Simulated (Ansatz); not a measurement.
# Ta (Im-3m) in Ansatz: a series of runs

Runs on Ta. Level: PBE. Tasks: relaxation of cell and atoms.

All numbers are computed with Ansatz 0.2.0; they aren't measurements. Logs are shortened: lines on timing, memory, paths and dates and some standing lists are left out, and cuts for length are marked.

### Step 1. Starting point

Symmetry: Im-3m, No. 229, cubic system. Conventional cell: a = 3.303 Å, b = 3.303 Å, c = 3.303 Å, α = 90.00°, β = 90.00°, γ = 90.00°. Ta (site symmetry m-3m) has 8 Ta at 2.86 Å as nearest neighbours.

### Step 2. Relaxation of cell and atoms, PBE

Input file input.yaml:

```yaml
crystal:
  lattice:
    - [-1.65128, 1.65128, 1.65128]
    - [1.65128, -1.65128, 1.65128]
    - [1.65128, 1.65128, -1.65128]
  atoms:
    - { symbol: Ta, position: [0.0, 0.0, 0.0] }
hamiltonian:
  xc: pbe
  pseudopotentials: { kind: paw }
kpoints:
  mp_grid: { grid: [11, 11, 11] }
scf:
  occupations: { method: fermi_dirac, width: 0.05 }
output:
  forces: true
  stress: true
  eigenvalues: true
relax:
  f_tol: 0.01
  max_steps: 40
  cell: { stress_tol: 0.05 }
```

Potentials or basis: Ansatz PAW.

Launch:

```bash
ansatz run input.yaml --threads 2 --pin off --max-ram 5632MiB --backend cpu --events-out ev --progress --plain --runs-dir out
```

Log:

```text
Warning: RAYON_NUM_THREADS=2 ignored (pool sized by the plan → 2); use --threads N
Engine: ansatz 0.2.0, aarch64-unknown-linux-gnu
Pseudopotentials: kind: paw
Pseudopotential: Ta, paw, valence charge 13, recommended cutoff 420 eV (normal), Ta.paw.azcp
Functional definition: PBE
  parameter kappa = 0.804
  parameter beta = 0.06672455060314922
  exchange = pbe_x(kappa = kappa, mu = beta*pi^2/3)
  correlation = pbe_c(beta = beta)
Crystal: 1 atoms, lattice volume = 18.010 Å³
Basis set: ecut = 420 eV, 369 PW (Γ), exchange–correlation on 40×40×40 points (8 copies of the dense FFT grid, shifted against one another)
Bands: 11, of which v1, the nominal top of the filled ones, is band 7 counted from 1 (6 counted from 0)
Symmetry: 48 space group operations
Space group: Im-3m (ITA 229), of the structure as read, at distance tolerance 2.6e-5 Å
k-points: 56 of 1331
Non-local potential: Ta, projectors of the file, l = 0: 3, l = 1: 2, l = 2: 2, l = 3: 1
PAW form: soft (Blöchl's): semilocal exchange-correlation on the pseudo side does not see the compensation charge
PAW one-centre angular grid: Ta, 590 points (default); XC on 64 Gauss nodes
Initial density: superposition of atomic densities (neutral atoms: chi_scale 0, normalization atom), corrected by the library's trained network
Initial wavefunctions: pseudopotential atomic-orbital guess
Functional: x = pbe(κ = 0.804, μ = 0.2195149727645171), c = pbe(β = 0.06672455060314922)
SCF iter   1: F=—  HF=-9932.256908 eV  |F-HF|=—  |Δ(HF+E_count)|=         —  Δρ=2.19e-3  dr2=2.52e-4  ethr=1.77e-3  ⟨swp⟩=5.8  Hψ=3537  notcnv=0
preconditioner: auto → none  [metal: Δε(μ)=0.091 eV  Ē_g=8.322 eV  σ=0.050 eV  W_gap=0.42  n_scr=0 (ndim 8)  ℏωp=19.6 eV  f_vac=0.000  D(μ)=0.92/eV (n_scr^D=12)]
SCF iter   2: F=—  HF=-9932.256761 eV  |F-HF|=—  |Δ(HF+E_count)|=   1.47e-4  Δρ=1.00e-3  dr2=5.17e-5  ethr=1.94e-6  ⟨swp⟩=2.3  Hψ=1379  notcnv=0
SCF iter   3: F=—  HF=-9932.256828 eV  |F-HF|=—  |Δ(HF+E_count)|=   6.69e-5  Δρ=1.56e-4  dr2=1.14e-6  ethr=3.98e-7  ⟨swp⟩=1.9  Hψ=728  notcnv=0
iter 4 did not close the SCF: its close was put off for the readings that it lacked (scf_convergence_deferred on its scf_iter line)
SCF iter   4: F=-9932.256829 eV  HF=-9932.256829 eV  |F-HF|=1.62e-8  |Δ(HF+E_count)|=   8.48e-7  Δρ=2.57e-5  dr2=3.78e-8  ethr=8.79e-9  ⟨swp⟩=2.1  Hψ=957  notcnv=0
iter 5 did not close the SCF: its close was put off for the readings that it lacked (scf_convergence_deferred on its scf_iter line)
SCF iter   5: F=-9932.256829 eV  HF=-9932.256829 eV  |F-HF|=1.65e-9  |Δ(HF+E_count)|=   1.09e-8  Δρ=9.09e-6  dr2=3.78e-9  ethr=2.91e-10  ⟨swp⟩=1.9  Hψ=698  notcnv=0
SCF iter   6: F=-9932.256829 eV  HF=-9932.256829 eV  |F-HF|=0.00e0  |Δ(HF+E_count)|=   1.27e-9  Δρ=3.25e-7  dr2=6.92e-12  ethr=2.91e-11  ⟨swp⟩=2.2  Hψ=1914  notcnv=0
SCF 1 converged in 6 iterations: F = -9932.256829 eV  dr2 = 6.92e-12
relax step   1: F+E_penalty+E_count = -9932.25682921 eV  Δ(F+E_penalty+E_count) = +0.000e0 eV  max|allowed force component| = 0.000e0 eV/Å  Δτ_max = 0.0000 Å  P = +2.591 GPa  Ω = 18.010 Å³  (6 SCF iters, dr2 threshold 1.00e-7 eV, accepted)
Crystal: 1 atoms, lattice volume = 18.948 Å³
Initial density: handed on by an earlier stage of this run
Initial wavefunctions: those handed on with the density
iter 1 solved again at ethr=2.63e-6 eV; its pass at ethr=3.10e-3 eV (dr2=3.42e-4 eV) is discarded
SCF iter   1: F=—  HF=-9932.242877 eV  |F-HF|=—  |Δ(HF+E_count)|=         —  Δρ=1.43e-3  dr2=2.75e-4  ethr=2.63e-6  ⟨swp⟩=2.1  Hψ=4686  notcnv=0
preconditioner: auto → none  [metal: Δε(μ)=0.014 eV  Ē_g=7.915 eV  σ=0.050 eV  W_gap=0.07  n_scr=0 (ndim 8)  ℏωp=19.1 eV  f_vac=0.000  D(μ)=1.34/eV (n_scr^D=12)]
SCF iter   2: F=—  HF=-9932.242907 eV  |F-HF|=—  |Δ(HF+E_count)|=   3.06e-5  Δρ=5.31e-4  dr2=1.63e-5  ethr=2.12e-6  ⟨swp⟩=2.4  Hψ=838  notcnv=0
SCF iter   3: F=—  HF=-9932.242945 eV  |F-HF|=—  |Δ(HF+E_count)|=   3.78e-5  Δρ=1.40e-4  dr2=9.12e-7  ethr=1.25e-7  ⟨swp⟩=2.1  Hψ=755  notcnv=0
SCF iter   4: F=-9932.242949 eV  HF=-9932.242949 eV  |F-HF|=4.47e-9  |Δ(HF+E_count)|=   3.45e-6  Δρ=6.63e-6  dr2=8.27e-9  ethr=7.69e-10  ⟨swp⟩=6.1  Hψ=3024  notcnv=0
SCF 2 converged in 4 iterations: F = -9932.242949 eV  dr2 = 8.27e-9
relax step   2: F+E_penalty+E_count = -9932.24294854 eV  Δ(F+E_penalty+E_count) = +1.388e-2 eV  max|allowed force component| = 0.000e0 eV/Å  Δτ_max = 0.0000 Å  P = -6.820 GPa  Ω = 18.948 Å³  energy of the carried Pulay correction = -3.245e-4 eV  (4 SCF iters, dr2 threshold 1.00e-7 eV, rejected (line search))
Crystal: 1 atoms, lattice volume = 18.259 Å³
iter 1 solved again at ethr=1.63e-6 eV; its pass at ethr=3.10e-3 eV (dr2=2.11e-4 eV) is discarded
SCF iter   1: F=—  HF=-9932.258570 eV  |F-HF|=—  |Δ(HF+E_count)|=         —  Δρ=1.05e-3  dr2=1.37e-4  ethr=1.63e-6  ⟨swp⟩=2.8  Hψ=4533  notcnv=0
preconditioner: auto → none  [metal: Δε(μ)=0.052 eV  Ē_g=8.206 eV  σ=0.050 eV  W_gap=0.25  n_scr=0 (ndim 8)  ℏωp=19.4 eV  f_vac=0.000  D(μ)=1.04/eV (n_scr^D=12)]
SCF iter   2: F=—  HF=-9932.258587 eV  |F-HF|=—  |Δ(HF+E_count)|=   1.68e-5  Δρ=3.94e-4  dr2=9.06e-6  ethr=1.05e-6  ⟨swp⟩=2.3  Hψ=824  notcnv=0
SCF iter   3: F=—  HF=-9932.258609 eV  |F-HF|=—  |Δ(HF+E_count)|=   2.24e-5  Δρ=9.43e-5  dr2=3.79e-7  ethr=6.97e-8  ⟨swp⟩=2.0  Hψ=743  notcnv=0
SCF iter   4: F=—  HF=-9932.258610 eV  |F-HF|=—  |Δ(HF+E_count)|=   9.50e-7  Δρ=3.81e-6  dr2=2.20e-9  ethr=2.91e-9  ⟨swp⟩=2.7  Hψ=943  notcnv=0
SCF iter   5: F=—  HF=-9932.258610 eV  |F-HF|=—  |Δ(HF+E_count)|=  4.29e-10  Δρ=3.82e-7  dr2=1.03e-11  ethr=1.69e-11  ⟨swp⟩=2.7  Hψ=880  notcnv=0
SCF iter   6: F=-9932.258610 eV  HF=-9932.258610 eV  |F-HF|=3.64e-12  |Δ(HF+E_count)|=  1.27e-11  Δρ=1.65e-8  dr2=1.69e-14  ethr=1.00e-12  ⟨swp⟩=5.0  Hψ=2091  notcnv=0
SCF 3 converged in 6 iterations: F = -9932.258610 eV  dr2 = 1.69e-14
relax step   3: F+E_penalty+E_count = -9932.25861019 eV  Δ(F+E_penalty+E_count) = -1.781e-3 eV  max|allowed force component| = 0.000e0 eV/Å  Δτ_max = 0.0000 Å  P = -0.150 GPa  Ω = 18.259 Å³  energy of the carried Pulay correction = -8.773e-5 eV  (6 SCF iters, accepted)
Crystal: 1 atoms, lattice volume = 18.245 Å³
iter 1 solved again at ethr=9.93e-10 eV; its pass at ethr=3.10e-3 eV (dr2=1.29e-7 eV) is discarded
SCF iter   1: F=—  HF=-9932.258619 eV  |F-HF|=—  |Δ(HF+E_count)|=         —  Δρ=2.09e-5  dr2=5.34e-8  ethr=9.93e-10  ⟨swp⟩=2.9  Hψ=4290  notcnv=0
preconditioner: auto → none  [metal: Δε(μ)=0.050 eV  Ē_g=8.216 eV  σ=0.050 eV  W_gap=0.24  n_scr=0 (ndim 8)  ℏωp=19.4 eV  f_vac=0.000  D(μ)=1.05/eV (n_scr^D=12)]
SCF iter   2: F=-9932.258622 eV  HF=-9932.258622 eV  |F-HF|=9.13e-9  |Δ(HF+E_count)|=   2.98e-6  Δρ=8.03e-6  dr2=3.80e-9  ethr=4.11e-10  ⟨swp⟩=4.4  Hψ=1948  notcnv=0
SCF 4 converged in 2 iterations: F = -9932.258622 eV  dr2 = 3.80e-9
relax step   4: F+E_penalty+E_count = -9932.25862163 eV  Δ(F+E_penalty+E_count) = -1.144e-5 eV  max|allowed force component| = 0.000e0 eV/Å  Δτ_max = 0.0000 Å  P = -0.003 GPa  Ω = 18.245 Å³  energy of the carried Pulay correction = -8.289e-5 eV  (2 SCF iters, dr2 threshold 5.64e-8 eV, accepted)
Initial wavefunctions: pseudopotential atomic-orbital guess (no wavefunctions were taken with the density)
iter 1 solved again at ethr=5.96e-8 eV; its pass at ethr=3.10e-3 eV (dr2=7.75e-6 eV) is discarded
SCF iter   1: F=—  HF=-9932.258665 eV  |F-HF|=—  |Δ(HF+E_count)|=         —  Δρ=3.54e-4  dr2=4.89e-7  ethr=5.96e-8  ⟨swp⟩=3.0  Hψ=5187  notcnv=0
SCF iter   2: F=—  HF=-9932.258701 eV  |F-HF|=—  |Δ(HF+E_count)|=   3.56e-5  Δρ=1.77e-4  dr2=1.22e-7  ethr=3.76e-9  ⟨swp⟩=1.0  Hψ=616  notcnv=0
SCF iter   3: F=—  HF=-9932.258711 eV  |F-HF|=—  |Δ(HF+E_count)|=   1.04e-5  Δρ=7.16e-7  dr2=5.19e-11  ethr=9.37e-10  ⟨swp⟩=1.0  Hψ=616  notcnv=0
SCF iter   4: F=-9932.258711 eV  HF=-9932.258711 eV  |F-HF|=1.82e-12  |Δ(HF+E_count)|=  1.04e-10  Δρ=1.31e-7  dr2=6.34e-13  ethr=1.00e-12  ⟨swp⟩=6.7  Hψ=2869  notcnv=0
SCF 5 converged in 4 iterations: F = -9932.258711 eV  dr2 = 6.34e-13
relax step   5: F+E_penalty+E_count = -9932.25871135 eV  Δ(F+E_penalty+E_count) = -8.972e-5 eV  max|allowed force component| = 0.000e0 eV/Å  Δτ_max = 0.0000 Å  P = +0.003 GPa  Ω = 18.245 Å³  stress off target by 2.60e-3 GPa  SCF on the basis re-selected at this cell (its energy is not comparable with the rows above)  (4 SCF iters)
basis re-selected at this cell: Δ(F+E_penalty+E_count) = -8.972e-5 eV, ΔP = +0.006 GPa vs the last step (what re-selecting the basis moved, of the pressure what is left beyond the Pulay correction that the steps carried, after the strain that the cell walked since its last selection, with what the two solves' SCF thresholds leave and, on support functions, any second-order correction that the steps lacked; it is no measure of the basis error at this ecutwfc). This SCF's stress stands 2.60e-3 GPa from its target on what of the cell is left free (relax.cell.stress_tol is 5.00e-2 GPa) and its largest allowed force component is 0.00e0 eV/Å (relax.f_tol is 1.00e-2 eV/Å): within both
SCF converged after 4 iterations
Free energy (F): -9932.258711 eV
Harris-Foulkes:  -9932.258711 eV  (|F-HF|=1.82e-12)
Internal energy: -9932.249603 eV  (E = F + TS)
E sigma→0 (E₀):  -9932.254157 eV
Entropy (-TS):   -0.009109 eV (-9.109 meV/atom)
Fermi energy:    18.363425 eV
--- Per-component energies (eV) ---
  E_band       = -106.933010
  E_kinetic    = 365.660182
  E_local      = -554.887543  (includes V_loc(G=0)·N_el)
  E_nonlocal   = 14.799432
  E_hartree    = 192.186091
  E_xc         = -218.362907
  E_vxc        = -203.922973  (∫ρ·V_xc dr)
  E_paw        = -8396.611948  (= ΣΔE_a)
  E_vpaw       = -112.954411  (= ΣTr[D̂ρ^β])
  E_aug_tail   = 0.000131  (compensation charges beyond the density's cutoff)
  E_ewald      = -1335.033042
  E_smearing   = -0.009109  (= −TS)
  E_closure    = 0.000000  (closes the sum)
  Σ components = -9932.258711   (vs F -9932.258711, Δ=0.00e0)
--- Forces (eV/Å), atoms counted from 1 ---
  atom   1  Ta     0.00000000     0.00000000    -0.00000000
  max |Σ_I F_I| component: 1.44e-32 eV/Å
--- Stress (GPa, compression-positive) ---
        0.002603       0.000000       0.000000
        0.000000       0.002603      -0.000000
       -0.000000      -0.000000       0.002603
  P = ⅓ Tr σ = 0.0026 GPa (0.026 kbar)
--- Band table (eV; the first three rows and the last of 56) ---
  k-point 0: bands = ["-48.7329", "-14.6990", "-14.6990", "-14.6990", "10.5197", "19.1066", "19.1066", "19.1066", "22.3355", "22.3355", "32.9382"]
  k-point 1: bands = ["-48.7243", "-14.7956", "-14.7290", "-14.6994", "10.8775", "18.8771", "19.0280", "19.4618", "21.9947", "22.3387", "33.2459"]
  k-point 2: bands = ["-48.7011", "-15.0482", "-14.8085", "-14.7008", "11.8495", "18.3207", "18.6542", "20.4970", "21.6482", "22.3940", "33.6674"]
  k-point 55: bands = ["-48.5451", "-15.4877", "-15.4706", "-15.4706", "14.7395", "14.7790", "24.1120", "24.1120", "24.9198", "26.2655", "28.0598"]
--- Relaxed structure (4 steps of the walk, 3 accepted, 1 SCFs on fresh bases) ---
  F+E_penalty+E_count = -9932.25871135 eV   max|allowed force component| = 0.000e0 eV/Å   (the final SCF, on the basis selected at the relaxed cell)
  cell:  # Å, volume = 18.2452 Å³
    - [-1.6584272083633145, 1.6584272083633145, 1.6584272083633145]
    - [1.6584272083633145, -1.6584272083633145, 1.6584272083633145]
    - [1.6584272083633145, 1.6584272083633145, -1.6584272083633145]
  atoms:
    - { symbol: Ta, position: [0.0, 0.0, 0.0] }
```

Wall time 2 s (2 threads of Arm Neoverse V2, shared host); peak memory 0.27 GiB.

Results:

* Free energy: -9932.2587 eV
* Relaxed volume: 18.25 Å³/atom
* Relaxed cell: a = 2.872 Å, b = 2.872 Å, c = 2.872 Å, α = 109.47°, β = 109.47°, γ = 109.47°
* Space group after relaxing (to 0.05 Å): Im-3m (No. 229)
* Energy gained by relaxing: 1.9 meV/atom
* Ionic steps: 4
* Pressure after relaxing: 0.0 GPa
* Band gap on the k mesh: none (metal or under the smearing width)

Step by step:
```tsv
step	energy change (eV)	largest force (eV/Å)	volume (Å³)
1	0.0000	0.0000	18.01
2	-0.0018	0.0000	18.26
3	-0.0018	0.0000	18.25
4	-0.0019	0.0000	18.25
```

Final structure:
```cif
data_structure
_symmetry_space_group_name_H-M 'P 1'
_symmetry_Int_Tables_number 1
_cell_length_a 2.8725
_cell_length_b 2.8725
_cell_length_c 2.8725
_cell_angle_alpha 109.471
_cell_angle_beta 109.471
_cell_angle_gamma 109.471
_cell_volume 18.25
loop_
_atom_site_label
_atom_site_type_symbol
_atom_site_fract_x
_atom_site_fract_y
_atom_site_fract_z
_atom_site_occupancy
Ta1 Ta 0.00000 0.00000 0.00000 1
```

Levels at points of the mesh, in eV from the Fermi level:
```csv
k point,band 3,band 4,band 5,band 6,band 7,band 8,band 9,band 10
"(0.00, 0.00, 0.00)",-33.06,-33.06,-7.84,0.74,0.74,0.74,3.97,3.97
```

Caveat: the plane-wave basis is chosen anew once the cell has moved, so the energies of steps on either side of that aren't comparable. Zero-point motion and thermal expansion aren't in these numbers.

### Step 3. Relaxation of cell and atoms, PBE, target pressure 2 GPa, at which the enthalpy is minimised

Edit input.yaml of step 2 so:

```diff
@@ -21,2 +21,2 @@
   max_steps: 40
-  cell: { stress_tol: 0.05 }
+  cell: { stress_tol: 0.05, p_target: 2.0 }
```

Potentials or basis: Ansatz PAW.

Launch:

```bash
ansatz run input.yaml --threads 2 --pin off --max-ram 5632MiB --backend cpu --events-out ev --progress --plain --runs-dir out
```

Wall time 1.7 s (2 threads of Arm Neoverse V2, shared host); peak memory 0.27 GiB.

It converged, with:

```
Free energy                                            : -9932.2576 eV
Relaxed volume                                         : 18.06 Å³/atom
Relaxed cell                                           : a = 2.863 Å, b = 2.863 Å, c = 2.863 Å, α = 109.47°, β = 109.47°, γ = 109.47°
Space group after relaxing (to 0.05 Å)                 : Im-3m (No. 229)
Energy change on relaxing (the enthalpy is what falls) : -0.8 meV/atom
Ionic steps                                            : 3
Pressure after relaxing                                : 2.0 GPa
Band gap on the k mesh                                 : none (metal or under the smearing width)
```

Step by step:
| step | energy change (eV) | largest force (eV/Å) | volume (Å³) |
| --- | --- | --- | --- |
| 1 | 0.0000 | 0.0000 | 18.01 |
| 2 | -0.0007 | 0.0000 | 18.06 |
| 3 | -0.0008 | 0.0000 | 18.06 |

Final structure:
```
Ta
1.0
    -1.65289    1.65289    1.65289
     1.65289   -1.65289    1.65289
     1.65289    1.65289   -1.65289
Ta
1
Cartesian
  0.0000 0.0000 0.0000
```

Levels at points of the mesh, in eV from the Fermi level:
```csv
k point,band 2,band 3,band 4,band 5,band 6,band 7,band 8,band 9,band 10,band 11
"(0.00, 0.00, 0.00)",-33.03,-33.03,-33.03,-7.88,0.74,0.74,0.74,4.01,4.01,14.61
```

Caveat: the plane-wave basis is chosen anew once the cell has moved, so the energies of steps on either side of that aren't comparable.

### Step 4. Relaxation of cell and atoms, PBE, target pressure 5 GPa, at which the enthalpy is minimised

Edit input.yaml of step 3 so:

```diff
@@ -21,2 +21,2 @@
   max_steps: 40
-  cell: { stress_tol: 0.05, p_target: 2.0 }
+  cell: { stress_tol: 0.05, p_target: 5.0 }
```

Potentials or basis: Ansatz PAW.

Launch:

```bash
ansatz run input.yaml --threads 2 --pin off --max-ram 5632MiB --backend cpu --events-out ev --progress --plain --runs-dir out
```

Log:

```text
Warning: RAYON_NUM_THREADS=2 ignored (pool sized by the plan → 2); use --threads N
Engine: ansatz 0.2.0, aarch64-unknown-linux-gnu
Pseudopotentials: kind: paw
Pseudopotential: Ta, paw, valence charge 13, recommended cutoff 420 eV (normal), Ta.paw.azcp
Functional definition: PBE
  parameter kappa = 0.804
  parameter beta = 0.06672455060314922
  exchange = pbe_x(kappa = kappa, mu = beta*pi^2/3)
  correlation = pbe_c(beta = beta)
Crystal: 1 atoms, lattice volume = 18.010 Å³
Basis set: ecut = 420 eV, 369 PW (Γ), exchange–correlation on 40×40×40 points (8 copies of the dense FFT grid, shifted against one another)
Bands: 11, of which v1, the nominal top of the filled ones, is band 7 counted from 1 (6 counted from 0)
Symmetry: 48 space group operations
Space group: Im-3m (ITA 229), of the structure as read, at distance tolerance 2.6e-5 Å
k-points: 56 of 1331
Non-local potential: Ta, projectors of the file, l = 0: 3, l = 1: 2, l = 2: 2, l = 3: 1
[... 72 lines left out ...]
  E_vpaw       = -113.154239  (= ΣTr[D̂ρ^β])
  E_aug_tail   = 0.000152  (compensation charges beyond the density's cutoff)
  E_ewald      = -1345.929387
  E_smearing   = -0.007725  (= −TS)
  E_closure    = 0.000000  (closes the sum)
  Σ components = -9932.252005   (vs F -9932.252005, Δ=0.00e0)
--- Forces (eV/Å), atoms counted from 1 ---
  atom   1  Ta     0.00000000    -0.00000000     0.00000000
  max |Σ_I F_I| component: 1.54e-32 eV/Å
--- Stress (GPa, compression-positive) ---
        4.998101       0.000000      -0.000000
        0.000000       4.998101       0.000000
        0.000000      -0.000000       4.998101
  P = ⅓ Tr σ = 4.9981 GPa (49.981 kbar)
--- Band table (eV; the first three rows and the last of 56) ---
  k-point 0: bands = ["-48.1539", "-14.0881", "-14.0881", "-14.0881", "10.9434", "19.6223", "19.6223", "19.6223", "22.9372", "22.9372", "33.5527"]
  k-point 1: bands = ["-48.1443", "-14.1932", "-14.1205", "-14.0887", "11.3120", "19.3844", "19.5408", "19.9891", "22.5815", "22.9397", "33.8739"]
  k-point 2: bands = ["-48.1184", "-14.4677", "-14.2064", "-14.0903", "12.3084", "18.8090", "19.1557", "21.0580", "22.2265", "22.9959", "34.3353"]
  k-point 55: bands = ["-47.9450", "-14.9395", "-14.9208", "-14.9208", "15.1124", "15.1569", "24.7913", "24.7913", "25.6261", "26.9984", "28.8339"]
--- Relaxed structure (4 steps of the walk, 3 accepted, 1 SCFs on fresh bases) ---
  F+E_penalty+E_count = -9932.25200463 eV   max|allowed force component| = 0.000e0 eV/Å   (the final SCF, on the basis selected at the relaxed cell)
  cell:  # Å, volume = 17.8057 Å³
    - [-1.645000950566231, 1.645000950566231, 1.645000950566231]
    - [1.645000950566231, -1.645000950566231, 1.645000950566231]
    - [1.645000950566231, 1.645000950566231, -1.645000950566231]
  atoms:
    - { symbol: Ta, position: [0.0, 0.0, 0.0] }
```

Run time: 2.1 s. Hardware: 2 threads of Arm Neoverse V2, shared host; peak memory 0.27 GiB.

What came out:

- Free energy: -9932.2520 eV
- Relaxed volume: 17.81 Å³/atom
- Relaxed cell: a = 2.849 Å, b = 2.849 Å, c = 2.849 Å, α = 109.47°, β = 109.47°, γ = 109.47°
- Space group after relaxing (to 0.05 Å): Im-3m (No. 229)
- Energy change on relaxing (the enthalpy is what falls): +4.8 meV/atom
- Ionic steps: 4
- Pressure after relaxing: 5.0 GPa
- Band gap on the k mesh: none (metal or under the smearing width)

Step by step:
```csv
step,energy change (eV),largest force (eV/Å),volume (Å³)
1,0.0000,0.0000,18.01
2,0.0044,0.0000,17.82
3,0.0048,0.0000,17.81
4,0.0048,0.0000,17.81
```

Final structure:
```xyz
1
Lattice="-1.6450 1.6450 1.6450 1.6450 -1.6450 1.6450 1.6450 1.6450 -1.6450" Properties=species:S:1:pos:R:3 pbc="T T T"
Ta    0.0000    0.0000    0.0000
```

Caveat: the plane-wave basis is chosen anew once the cell has moved, so the energies of steps on either side of that aren't comparable. The run has no spin-orbit coupling, so splittings on Ta are missing.

### Step 5. The runs side by side

```csv
cell,target pressure (GPa),gap on the mesh (eV),pressure (GPa)
relaxed,0,none,0.0
relaxed to 2 GPa,2,none,2.0
relaxed to 5 GPa,5,none,5.0
```

Alike in all rows: task relaxation of cell and atoms; level PBE; potentials or basis Ansatz PAW; no spin polarisation; k mesh 11 × 11 × 11; cutoff (eV) 420; smearing fermi-dirac 0.05 eV.

Caveats: the plane-wave basis is chosen anew once the cell has moved, so the energies of steps on either side of that aren't comparable.

Total energies depend on the potentials used, so only differences within one code and one set of settings carry meaning.
